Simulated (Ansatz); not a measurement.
## Response of HfC to small distortions

```
Hf C
1.0
     0.00000    2.32500    2.32500
     2.32500    0.00000    2.32500
     2.32500    2.32500    0.00000
Hf C
1 1
Direct
  0.50000 0.50000 0.50000
  0.00000 0.00000 0.00000
```

Atom numbers follow the list: Hf1, C2.

The cell is COD entry 1539502, as deposited and not checked against the literature; nothing was relaxed.

Spin–orbit coupling is left out, though it moves levels of the heavy atoms by tenths of an eV or more.

Computed with DFT, PBE, all-electron LAPW, scalar-relativistic in Ansatz 0.2.0.

The runs use a Γ-centred 15×15×15 k mesh, Fermi–Dirac smearing of 0.05 eV, basis error target 1 meV/atom, no spin polarisation.

The unchanged cell is at 0.25 GPa.

In a metal, stresses and small energies carry noise from the k mesh.

x, y and z are the Cartesian axes of the cell as listed; fractional coordinates follow a strain, and an engineering shear is twice the off-diagonal strain component.

**Question.** With this change (equal xy, yz and zx engineering shear strains of -2 %), what becomes of the energy and stress?

**Answer.** Energy change +8 meV/atom; stress change (xx, yy, zz, yz, xz, xy) 0.08, 0.08, 0.08, 3.24, 3.24, 3.24 GPa, compression positive.

With equal xy, yz and zx engineering shear strains of +1 %: energy change +2 meV/atom; stress change (xx, yy, zz, yz, xz, xy) 0.02, 0.02, 0.02, -1.70, -1.70, -1.70 GPa, compression positive.

With equal xy, yz and zx engineering shear strains of +3 %: energy change +18 meV/atom; stress change (xx, yy, zz, yz, xz, xy) 0.17, 0.17, 0.17, -5.31, -5.31, -5.31 GPa, compression positive.

**Question.** With this change (equal xy, yz and zx engineering shear strains of -3 %), what becomes of the energy and stress?

**Answer.** Energy change +17 meV/atom; stress change (xx, yy, zz, yz, xz, xy) 0.16, 0.16, 0.16, 4.82, 4.82, 4.82 GPa, compression positive.

**Question.** With this change (equal xy, yz and zx engineering shear strains of -1 %), what becomes of the energy and stress?

**Answer.** Energy change +2 meV/atom; stress change (xx, yy, zz, yz, xz, xy) 0.02, 0.02, 0.02, 1.64, 1.64, 1.64 GPa, compression positive.

**Question.** With this change (equal xy, yz and zx engineering shear strains of +2 %), what becomes of the energy and stress?

**Answer.** Energy change +8 meV/atom; stress change (xx, yy, zz, yz, xz, xy) 0.08, 0.08, 0.08, -3.46, -3.46, -3.46 GPa, compression positive.
